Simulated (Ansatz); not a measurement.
# Relaxing random alloy of the monolayer 2H WS2-WSe2 line, x = 1 (75 atoms)

How does random alloy of the monolayer 2H WS2-WSe2 line, x = 1 (75 atoms) relax, and what do bonds, charges and levels look like afterwards?

Calculated with Ansatz 0.2.0; Kohn-Sham DFT, PBE, PAW (set soft_2, large core), plane waves.

**1. Set-up**

The cell holds 75 atoms: 25 W and 50 Se. Its edges and angles: a = 16.600 Å, b = 16.600 Å, c = 18.500 Å, α = 90.0°, β = 90.0°, γ = 120.0°. It derives from WSe2. Monolayer 2H WS2-WSe2: 75 atoms, 50 of 50 S sites given to Se at random, cell and internal coordinates interpolated linearly between the end members (Vegard's rule); not relaxed, displaced by a Gaussian of 0.02 Å. Lattice constants are starting values near those of PBE. Vacuum lies along c.

Before any run, some limits are plain. The host structure and its lattice constant were typed by rule, without a check against the phase diagram. Only the Γ point is sampled in the main run, in a cell whose shortest periodic width is 14 Å. No spin–orbit coupling is included, so levels derived from the heavy atoms are approximate.

**2. Single point at the start**

The forces at the start show how far the geometry lies from a minimum of this functional.

Contents of input.yaml:

```yaml
crystal:
  lattice:
    - [16.6, 0.0, 0.0]
    - [-8.3, 14.37602, 0.0]
    - [0.0, 0.0, 18.5]
  atoms:
    - { symbol: W, position: [0.00153, 0.99915, 0.49943] }
    - { symbol: Se, position: [0.13264, 0.06787, 0.58832] }
    - { symbol: Se, position: [0.13491, 0.06561, 0.40953] }
    - { symbol: W, position: [0.00072, 0.20203, 0.49777] }
    - { symbol: Se, position: [0.13268, 0.26613, 0.59204] }
    - { symbol: Se, position: [0.13189, 0.26643, 0.40824] }
    - { symbol: W, position: [0.00046, 0.40081, 0.49881] }
    - { symbol: Se, position: [0.13534, 0.46792, 0.59135] }
    - { symbol: Se, position: [0.13394, 0.46572, 0.40906] }
    - { symbol: W, position: [0.99869, 0.59963, 0.50057] }
    - { symbol: Se, position: [0.13222, 0.66611, 0.59007] }
    - { symbol: Se, position: [0.13185, 0.66573, 0.40918] }
    - { symbol: W, position: [0.99882, 0.80033, 0.50179] }
    - { symbol: Se, position: [0.13409, 0.8664, 0.58985] }
    - { symbol: Se, position: [0.13361, 0.86902, 0.40924] }
    - { symbol: W, position: [0.19937, 0.00027, 0.50227] }
    - { symbol: Se, position: [0.33391, 0.06753, 0.59114] }
    - { symbol: Se, position: [0.33211, 0.06508, 0.40881] }
    - { symbol: W, position: [0.20016, 0.20082, 0.50091] }
    - { symbol: Se, position: [0.33465, 0.26706, 0.59177] }
    - { symbol: Se, position: [0.3333, 0.26841, 0.40974] }
    - { symbol: W, position: [0.19998, 0.40068, 0.49992] }
    - { symbol: Se, position: [0.33575, 0.46878, 0.59317] }
    - { symbol: Se, position: [0.33065, 0.46466, 0.40864] }
    - { symbol: W, position: [0.2008, 0.60122, 0.50034] }
    - { symbol: Se, position: [0.33068, 0.66624, 0.59171] }
    - { symbol: Se, position: [0.33414, 0.66773, 0.40895] }
    - { symbol: W, position: [0.19989, 0.80026, 0.50044] }
    - { symbol: Se, position: [0.33366, 0.86683, 0.59009] }
    - { symbol: Se, position: [0.33387, 0.86684, 0.41041] }
    - { symbol: W, position: [0.40157, 0.00026, 0.49959] }
    - { symbol: Se, position: [0.53286, 0.06726, 0.59089] }
    - { symbol: Se, position: [0.53295, 0.06673, 0.40852] }
    - { symbol: W, position: [0.40053, 0.19938, 0.50132] }
    - { symbol: Se, position: [0.53423, 0.26749, 0.58963] }
    - { symbol: Se, position: [0.53405, 0.2677, 0.40816] }
    - { symbol: W, position: [0.3997, 0.40005, 0.49852] }
    - { symbol: Se, position: [0.5343, 0.46784, 0.58988] }
    - { symbol: Se, position: [0.53284, 0.46484, 0.40915] }
    - { symbol: W, position: [0.39883, 0.60156, 0.50044] }
    - { symbol: Se, position: [0.53276, 0.66559, 0.59219] }
    - { symbol: Se, position: [0.53441, 0.66408, 0.41053] }
    - { symbol: W, position: [0.4022, 0.80047, 0.4987] }
    - { symbol: Se, position: [0.53425, 0.86641, 0.59016] }
    - { symbol: Se, position: [0.53223, 0.86743, 0.41005] }
    - { symbol: W, position: [0.59961, 0.00072, 0.49876] }
    - { symbol: Se, position: [0.73433, 0.06673, 0.59061] }
    - { symbol: Se, position: [0.73382, 0.06788, 0.41] }
    - { symbol: W, position: [0.60073, 0.20019, 0.50008] }
    - { symbol: Se, position: [0.73424, 0.26699, 0.59155] }
    - { symbol: Se, position: [0.73127, 0.26328, 0.41031] }
    - { symbol: W, position: [0.60294, 0.40061, 0.49989] }
    - { symbol: Se, position: [0.73309, 0.4665, 0.59083] }
    - { symbol: Se, position: [0.73162, 0.46595, 0.40811] }
    - { symbol: W, position: [0.60009, 0.59959, 0.50054] }
    - { symbol: Se, position: [0.73381, 0.66804, 0.59104] }
    - { symbol: Se, position: [0.73465, 0.66403, 0.40849] }
    - { symbol: W, position: [0.60284, 0.80352, 0.49973] }
    - { symbol: Se, position: [0.73323, 0.86635, 0.59225] }
    - { symbol: Se, position: [0.73346, 0.86761, 0.40884] }
    - { symbol: W, position: [0.79868, 0.00044, 0.50054] }
    - { symbol: Se, position: [0.93481, 0.06651, 0.59014] }
    - { symbol: Se, position: [0.93418, 0.067, 0.40949] }
    - { symbol: W, position: [0.80072, 0.20161, 0.5004] }
    - { symbol: Se, position: [0.9364, 0.26821, 0.59152] }
    - { symbol: Se, position: [0.93179, 0.2675, 0.40964] }
    - { symbol: W, position: [0.8017, 0.40145, 0.49957] }
    - { symbol: Se, position: [0.93393, 0.46588, 0.59292] }
    - { symbol: Se, position: [0.9305, 0.46422, 0.4074] }
    - { symbol: W, position: [0.79815, 0.59844, 0.50211] }
    - { symbol: Se, position: [0.93201, 0.6648, 0.59202] }
    - { symbol: Se, position: [0.93177, 0.66495, 0.41014] }
    - { symbol: W, position: [0.80045, 0.79939, 0.50152] }
    - { symbol: Se, position: [0.93461, 0.86892, 0.59135] }
    - { symbol: Se, position: [0.93529, 0.86682, 0.40787] }
kpoints:
  mp_grid: { grid: [1, 1, 1] }
hamiltonian:
  xc: pbe
  pseudopotentials: { kind: paw, core: large }
scf:
  occupations: { method: fermi_dirac, width: 0.025 }
output:
  forces: true
```

Launch:

```sh
$ ansatz run input.yaml --threads 9 --pin off --max-ram 76800MiB --backend cuda --events-out ev --progress --plain --runs-dir out
```

What it wrote:

```text
Engine: ansatz 0.2.0, x86_64-unknown-linux-gnu
Pseudopotentials: kind: paw
Pseudopotential: W, paw, valence charge 14, recommended cutoff 420 eV (normal), W.paw.azcp
Pseudopotential: Se, paw, valence charge 6, recommended cutoff 420 eV (normal), Se.paw.azcp#standard-large-core
[... 5 lines on functional and potentials left out ...]
device memory: the entry about to start is reckoned to put 7.2 GiB on a device that reports 73.8 GiB free
GPU FFT provider: cuFFT
GPU libraries: cuBLAS 13.8.2, cuFFT 12.4.0, cuSOLVER 12.3.4
Crystal: 75 atoms, lattice volume = 4414.876 Å³
Basis set: ecut = 420 eV, 86359 PW (Γ), exchange–correlation on 240×240×250 points (8 copies of the dense FFT grid, shifted against one another)
Bands: 400, of which v1, the nominal top of the filled ones, is band 325 counted from 1 (324 counted from 0)
Symmetry: 1 space group operations
Space group: P1 (ITA 1), of the structure as read, at distance tolerance 1.6e-4 Å
k-points: 1
[... 5 lines on functional and potentials left out ...]
Initial density: superposition of atomic densities (neutral atoms: chi_scale 0, normalization atom)
Initial wavefunctions: pseudopotential atomic-orbital guess
GPU buffer pool allocated for 1800000 grid points (all kernels)
GPU transforms: local potential and band sums: pruned to the plane-wave sphere, on 120×120×125
Functional: x = pbe(κ = 0.804, μ = 0.219515), c = pbe(β = 0.066725)
SCF iter   1: F=—  HF=-388579.842183 eV  |F-HF|=—  |Δ(HF+E_count)|=         —  Δρ=2.06e-2  dr2=2.45e1  ethr=3.10e-3  ⟨swp⟩=8.0  Hψ=2097  notcnv=0  defer=11
preconditioner: auto → Resta (q_TF=auto, 1.983 Å⁻¹)  ε∞=3.2  [insulator: Δε(μ)=2.006 eV  Ē_g=7.963 eV  σ=0.025 eV  W_gap=1.00  n_scr=562 (ndim 8)  ℏωp=11.9 eV  f_vac=0.604  D(μ)=0.00/eV (n_scr^D=0)  ε∞_Penn≈3.2  vacuum switching on, ρ_ref=4.6e-3 e/Å³]
SCF iter   2: F=—  HF=-388573.709950 eV  |F-HF|=—  |Δ(HF+E_count)|=    6.13e0  Δρ=1.02e-2  dr2=5.48e0  ethr=3.10e-3  ⟨swp⟩=3.0  Hψ=666  notcnv=0  defer=57
SCF iter   3: F=—  HF=-388572.955067 eV  |F-HF|=—  |Δ(HF+E_count)|=   7.55e-1  Δρ=4.91e-3  dr2=3.36e0  ethr=8.42e-4  ⟨swp⟩=4.0  Hψ=572  notcnv=0  defer=35
automatic band count: iteration 3 solves 378 bands in place of 400: the levels show a gap, and the empty bands left out lie too high to hold charge; the band table lists the bands solved (type scf.n_extra_bands for more)
SCF iter   4: F=—  HF=-388572.578538 eV  |F-HF|=—  |Δ(HF+E_count)|=   3.77e-1  Δρ=1.98e-3  dr2=4.62e-1  ethr=5.16e-4  ⟨swp⟩=4.0  Hψ=659  notcnv=0  defer=34
automatic band count: iteration 4 solves 377 bands in place of 378: the levels show a gap, and the empty bands left out lie too high to hold charge; the band table lists the bands solved (type scf.n_extra_bands for more)
SCF iter   5: F=—  HF=-388572.556535 eV  |F-HF|=—  |Δ(HF+E_count)|=   2.20e-2  Δρ=1.12e-3  dr2=1.82e-1  ethr=7.10e-5  ⟨swp⟩=4.0  Hψ=695  notcnv=0  defer=34
SCF iter   6: F=—  HF=-388572.538318 eV  |F-HF|=—  |Δ(HF+E_count)|=   1.82e-2  Δρ=2.95e-4  dr2=5.98e-3  ethr=2.80e-5  ⟨swp⟩=3.0  Hψ=518  notcnv=0  defer=34
SCF iter   7: F=—  HF=-388572.539841 eV  |F-HF|=—  |Δ(HF+E_count)|=   1.52e-3  Δρ=2.85e-4  dr2=1.70e-2  ethr=9.20e-7  ⟨swp⟩=3.0  Hψ=736  notcnv=0  defer=34
SCF iter   8: F=—  HF=-388572.540184 eV  |F-HF|=—  |Δ(HF+E_count)|=   3.43e-4  Δρ=9.42e-5  dr2=1.24e-3  ethr=9.20e-7  ⟨swp⟩=2.0  Hψ=518  notcnv=0  defer=34
SCF iter   9: F=—  HF=-388572.538474 eV  |F-HF|=—  |Δ(HF+E_count)|=   1.71e-3  Δρ=3.90e-5  dr2=1.36e-4  ethr=1.91e-7  ⟨swp⟩=2.0  Hψ=517  notcnv=0  defer=34
SCF iter  10: F=—  HF=-388572.538417 eV  |F-HF|=—  |Δ(HF+E_count)|=   5.70e-5  Δρ=2.14e-5  dr2=7.83e-5  ethr=2.08e-8  ⟨swp⟩=4.0  Hψ=859  notcnv=0  defer=34
SCF iter  11: F=—  HF=-388572.537443 eV  |F-HF|=—  |Δ(HF+E_count)|=   9.74e-4  Δρ=1.11e-5  dr2=1.88e-5  ethr=1.21e-8  ⟨swp⟩=2.0  Hψ=533  notcnv=0  defer=34
SCF iter  12: F=—  HF=-388572.537442 eV  |F-HF|=—  |Δ(HF+E_count)|=   1.52e-6  Δρ=4.50e-6  dr2=2.06e-6  ethr=2.88e-9  ⟨swp⟩=2.0  Hψ=451  notcnv=0  defer=34
SCF iter  13: F=—  HF=-388572.537442 eV  |F-HF|=—  |Δ(HF+E_count)|=   4.20e-7  Δρ=2.70e-6  dr2=1.24e-6  ethr=3.17e-10  ⟨swp⟩=2.0  Hψ=518  notcnv=0  defer=34
SCF iter  14: F=—  HF=-388572.537442 eV  |F-HF|=—  |Δ(HF+E_count)|=   3.66e-8  Δρ=1.22e-6  dr2=2.31e-7  ethr=1.91e-10  ⟨swp⟩=3.0  Hψ=583  notcnv=0  defer=34
SCF iter  15: F=-388572.537442 eV  HF=-388572.537442 eV  |F-HF|=4.77e-9  |Δ(HF+E_count)|=   3.73e-9  Δρ=4.56e-7  dr2=2.25e-8  ethr=1.54e-11  ⟨swp⟩=5.0  Hψ=1107  notcnv=0
SCF 1 converged in 15 iterations: F = -388572.537442 eV  dr2 = 2.25e-8
  greatest PAW one-centre occupation: 1.000 electrons in one spin orbital (limit 2), on the W atom at site 39 (counted from 0), in its partial waves of l = 0
SCF converged after 15 iterations
Free energy (F): -388572.537442 eV
Harris-Foulkes:  -388572.537442 eV  (|F-HF|=4.77e-9)
Internal energy: -388572.537442 eV  (E = F + TS)
E sigma→0 (E₀):  -388572.537442 eV
Fermi energy:    1.108679 eV
--- Per-component energies (eV) ---
  E_band       = -11545.776280
  E_kinetic    = 16311.341054
  E_local      = -317382.946538  (includes V_loc(G=0)·N_el)
  E_nonlocal   = 2701.219835
  E_hartree    = 150226.026956
  E_xc         = -16199.833006
  E_vxc        = -10059.505868  (∫ρ·V_xc dr)
  E_paw        = -324296.789930  (= ΣΔE_a)
  E_vpaw       = -3567.942097  (= ΣTr[D̂ρ^β])
  E_aug_tail   = -0.001431  (compensation charges beyond the density's cutoff)
  E_ewald      = 100068.445619
  E_smearing   = -0.000000  (= −TS)
  E_closure    = 0.000000  (closes the sum)
  Σ components = -388572.537442   (vs F -388572.537442, Δ=0.00e0)
--- Forces (eV/Å), atoms counted from 1 ---
  atom   1  W     -0.56521366     0.09872585    -0.32672348
  atom   2  Se     0.13283839    -0.03273585     0.96725457
  atom   3  Se    -0.15417490     0.33751824    -0.00743959
  atom   4  W      0.07027016    -0.35347046     0.98142712
  atom   5  Se    -0.06527732     0.19781177    -0.42226471
  atom   6  Se     0.34271175     0.15237229     0.09921896
  atom   7  W     -0.04933222     0.11154385     0.64840185
  atom   8  Se    -0.25425573    -0.09009993    -0.26358836
  atom   9  Se    -0.17107497     0.33401380    -0.01231241
  atom  10  W      0.21450682    -0.53708978    -0.22863680
  atom  11  Se     0.02976971     0.11275158     0.17584646
  atom  12  Se     0.00483040     0.15489494     0.14583949
  atom  13  W      0.35697235    -0.24055764    -0.67860184
  atom  14  Se    -0.19305339    -0.03772722     0.57638542
[...]
atom  74  Se    -0.05333775    -0.22858258     0.17881732
  atom  75  Se    -0.30720460    -0.21001160     0.43069229
  max |Σ_I F_I| component: 1.46e-5 eV/Å
```

Run time: 5.2 s. Hardware: 1 × NVIDIA H100 80GB HBM3 with 9 threads of AMD EPYC 7R13 (Zen 3), shared host; peak memory 1.8 GiB; 6.2 s of CPU time.

The column dr2 measures how far the density is from self-consistency, as an energy; F and HF (Harris–Foulkes) agree once it is small.

That memory is the host's; the program planned up to 7.2 GiB on the GPU.

The program notes that potentials were chosen by core size.

Numbers from this run:

* free energy: -388572.5374 eV
* free energy per atom: -5180.9672 eV/atom
* SCF cycles: 15
* r.m.s. force component: 0.3429 eV/Å
* longest force: 1.171 eV/Å
* Fermi energy: 1.109 eV

The r.m.s. force component of 0.34 eV/Å sets the starting point.

Length of the force by element and coordination:

| element | coordination | atoms | mean length of the force (eV/Å) | spread | least | most |
| --- | --- | --- | --- | --- | --- | --- |
| Se | all | 50 | 0.425 | 0.181 | 0.159 | 0.977 |
| W | all | 25 | 0.763 | 0.222 | 0.342 | 1.17 |

**3. Relaxation**

With the cell held, the atoms are moved downhill towards a nearby minimum.

input.yaml: that of step 2 with these lines changed.

```diff
@@ -16 +16,4 @@
   forces: true
+relax:
+  f_tol: 0.04
+  max_steps: 150
```

What it wrote:

```text
[...]
GPU FFT provider: cuFFT
GPU libraries: cuBLAS 13.8.2, cuFFT 12.4.0, cuSOLVER 12.3.4
Crystal: 75 atoms, lattice volume = 4414.876 Å³
Basis set: ecut = 420 eV, 86359 PW (Γ), exchange–correlation on 240×240×250 points (8 copies of the dense FFT grid, shifted against one another)
Bands: 400, of which v1, the nominal top of the filled ones, is band 325 counted from 1 (324 counted from 0)
Symmetry: 1 space group operations
[...]
k-points: 1
[...]
GPU buffer pool allocated for 1800000 grid points (all kernels)
[...]
SCF iter   1: F=—  HF=-388579.842169 eV  |F-HF|=—  |Δ(HF+E_count)|=         —  Δρ=2.06e-2  dr2=2.45e1  ethr=3.10e-3  ⟨swp⟩=8.0  Hψ=2097  notcnv=0  defer=11
[...]
SCF iter  11: F=-388572.537423 eV  HF=-388572.537444 eV  |F-HF|=2.15e-5  |Δ(HF+E_count)|=   3.46e-6  Δρ=1.28e-5  dr2=2.50e-5  ethr=6.15e-9  ⟨swp⟩=4.0  Hψ=1179  notcnv=0
SCF 1 converged in 11 iterations: F = -388572.537423 eV  dr2 = 2.50e-5
[...]
relax step   1: F+E_penalty+E_count = -388572.53742251 eV  Δ(F+E_penalty+E_count) = +0.000e0 eV  max|allowed force component| = 1.141e0 eV/Å  Δτ_max = 0.0000 Å  (11 SCF iters, dr2 threshold 4.00e-5 eV, accepted)
[...]
relax step   2: F+E_penalty+E_count = -388572.02027864 eV  Δ(F+E_penalty+E_count) = +5.171e-1 eV  max|allowed force component| = 1.551e0 eV/Å  Δτ_max = 0.1878 Å  (8 SCF iters, dr2 threshold 8.14e-5 eV, rejected (line search))
[...]
relax step   3: F+E_penalty+E_count = -388573.11890402 eV  Δ(F+E_penalty+E_count) = -5.815e-1 eV  max|allowed force component| = 1.695e-2 eV/Å  Δτ_max = 0.0588 Å  (12 SCF iters, accepted)
SCF converged after 12 iterations
Free energy (F): -388573.118904 eV
[...]
Internal energy: -388573.118904 eV  (E = F + TS)
E sigma→0 (E₀):  -388573.118904 eV
Fermi energy:    1.112837 eV
[...]
--- Forces (eV/Å), atoms counted from 1 ---
  atom   1  W     -0.00812197     0.00480229    -0.00000009
  atom   2  Se    -0.00177890    -0.00233253     0.01262130
  atom   3  Se    -0.00014379     0.00222577     0.00446279
  atom   4  W     -0.00698292    -0.01067856     0.00113073
  atom   5  Se    -0.00632569    -0.00397844     0.00328961
  atom   6  Se     0.00707890    -0.00115909     0.00556242
  atom   7  W     -0.00209711    -0.00917560    -0.00026174
  atom   8  Se    -0.00403475     0.01064639     0.00016306
  atom   9  Se     0.00276132    -0.00059999    -0.00592797
  atom  10  W     -0.00003030     0.00511624     0.00528280
  atom  11  Se     0.00477236    -0.00612412    -0.00141123
  atom  12  Se     0.00596696    -0.00046672     0.00548865
  atom  13  W      0.00233786     0.00211251     0.00981204
  atom  14  Se    -0.00372961    -0.00417686     0.01080282
[...]
atom  74  Se    -0.00463436     0.00375185     0.00117453
  atom  75  Se    -0.00543821    -0.00104684    -0.00937395
  max |Σ_I F_I| component: 6.97e-6 eV/Å
--- Relaxed structure (3 steps of the walk, 2 accepted, 0 SCFs on fresh bases) ---
  F+E_penalty+E_count = -388573.11890402 eV   max|allowed force component| = 1.695e-2 eV/Å
  atoms:
    - { symbol: W, position: [0.00020174, 1.000098, 0.500108] }
    - { symbol: Se, position: [0.133587, 0.066836, 0.590738] }
    - { symbol: Se, position: [0.133492, 0.066811, 0.409315] }
    - { symbol: W, position: [0.000284298, 0.200240, 0.500190] }
[...]
- { symbol: Se, position: [0.933498, 0.866790, 0.409380] }
```

Wall time 8.5 s (1 × NVIDIA H100 80GB HBM3 with 9 threads); peak memory 1.8 GiB; 11 s of CPU time.

That memory is the host's; the program planned up to 7.2 GiB on the GPU.

The steps of the relaxation:

| step | energy less that of the first step (eV) | largest force component (eV/Å) |
| --- | --- | --- |
| 1 | 0.0000 | 1.1412 |
| 2 | 0.5171 | 1.5515 |
| 3 | -0.5815 | 0.0170 |

Relaxation step 2 was tried and not accepted.

The atoms that moved most (Å):

| atom | dx | dy | dz | length |
| --- | --- | --- | --- | --- |
| Se57 | -0.041 | 0.039 | 0.016 | 0.059 |
| Se42 | -0.038 | 0.039 | -0.022 | 0.059 |
| Se69 | 0.028 | 0.035 | 0.037 | 0.058 |
| Se23 | -0.020 | -0.027 | -0.044 | 0.056 |
| Se2 | 0.024 | -0.015 | 0.045 | 0.053 |
| Se51 | 0.009 | 0.050 | -0.016 | 0.053 |
| W58 | -0.015 | -0.050 | 0.009 | 0.053 |
| W4 | 0.008 | -0.026 | 0.045 | 0.052 |

The relaxation changed the energy by -7.75 meV/atom, and atoms moved by 0.032 Å r.m.s., 0.059 Å at most.

**4. Local order after relaxation**

Bonds before and after, by the cutoffs listed below:

| pair | bonds before | bonds after | mean before (Å) | mean after (Å) | spread before (Å) | spread after (Å) |
| --- | --- | --- | --- | --- | --- | --- |
| Se-W | 150 | 150 | 2.551 | 2.548 | 0.026 | 0.000 |

Normalised to the volume that the atoms fill. Pair distribution functions g(r), in bins of 0.2 Å:

| r (Å) | total | Se-Se | Se-W | W-W |
| --- | --- | --- | --- | --- |
| 2.50 | 4.26 | 0.00 | 9.60 | 0.00 |
| 2.70 | 0.00 | 0.00 | 0.00 | 0.00 |
| 2.90 | 0.00 | 0.00 | 0.00 | 0.00 |
| 3.10 | 0.00 | 0.00 | 0.00 | 0.00 |
| 3.30 | 4.08 | 6.40 | 0.00 | 11.05 |
| 3.50 | 0.00 | 0.00 | 0.00 | 0.00 |
| 3.70 | 0.00 | 0.00 | 0.00 | 0.00 |
| 3.90 | 0.00 | 0.00 | 0.00 | 0.00 |
| 4.10 | 1.56 | 0.00 | 3.50 | 0.00 |
| 4.30 | 0.00 | 0.00 | 0.00 | 0.00 |
| 4.50 | 0.00 | 0.00 | 0.00 | 0.00 |
| 4.70 | 1.22 | 2.73 | 0.00 | 0.00 |
| 4.90 | 0.00 | 0.00 | 0.00 | 0.00 |
| 5.10 | 0.00 | 0.00 | 0.00 | 0.00 |
| 5.30 | 1.92 | 0.00 | 4.31 | 0.00 |
| 5.50 | 0.00 | 0.00 | 0.00 | 0.00 |
| 5.70 | 1.23 | 1.84 | 0.00 | 3.69 |
| 5.90 | 0.00 | 0.00 | 0.00 | 0.00 |
| 6.10 | 0.00 | 0.00 | 0.00 | 0.00 |
| 6.30 | 0.00 | 0.00 | 0.00 | 0.00 |
| 6.50 | 0.00 | 0.00 | 0.00 | 0.00 |
| 6.70 | 1.53 | 2.77 | 0.00 | 2.79 |
| 6.90 | 0.00 | 0.00 | 0.00 | 0.00 |
| 7.10 | 1.07 | 0.00 | 2.40 | 0.00 |
| 7.30 | 0.00 | 0.00 | 0.00 | 0.00 |
| 7.50 | 0.49 | 1.11 | 0.00 | 0.00 |
| 7.70 | 0.00 | 0.00 | 0.00 | 0.00 |
| 7.90 | 0.44 | 0.00 | 0.99 | 0.00 |

Bonds by pair of elements; cutoffs follow the first minimum of g(r), held within bounds set by covalent radii, and pairs that aren't listed don't count as bonded:

| pair A-B | cutoff (Å) | bonds | mean length (Å) | spread (Å) | shortest (Å) | B about A | A about B |
| --- | --- | --- | --- | --- | --- | --- | --- |
| Se-W | 3.3 | 150 | 2.55 | 0 | 2.55 | 3 | 6 |

How many atoms have how many bonded neighbours:

| element | mean | 3 | 6 |
| --- | --- | --- | --- |
| Se | 3 | 50 | 0 |
| W | 6 | 0 | 25 |

Bond angles (no mean is given where the spread exceeds 20°):

| angle | count | mean (°) | spread (°) |
| --- | --- | --- | --- |
| Se-W-Se | 375 | - | - |
| W-Se-W | 150 | 81.3 | 0 |

By these cutoffs all Se atoms have 3 and all W atoms have 6 bonded neighbours.

[end of part 1 of 3]

[Long decimals in the printed logs are rounded to 6 places.]

[Logs are printed without paths, hosts, clocks, repeated set-up lines and the standing remarks that a program may print on its own settings, such as how far it seeks lower states.]

[Hosts, paths, dates, database ids (printed as entryN), source tags and the programs' standing remarks are cut or masked in the printed files.]

[A walk said to have stopped at its limit may instead have ended on an SCF cycle that didn't converge.]
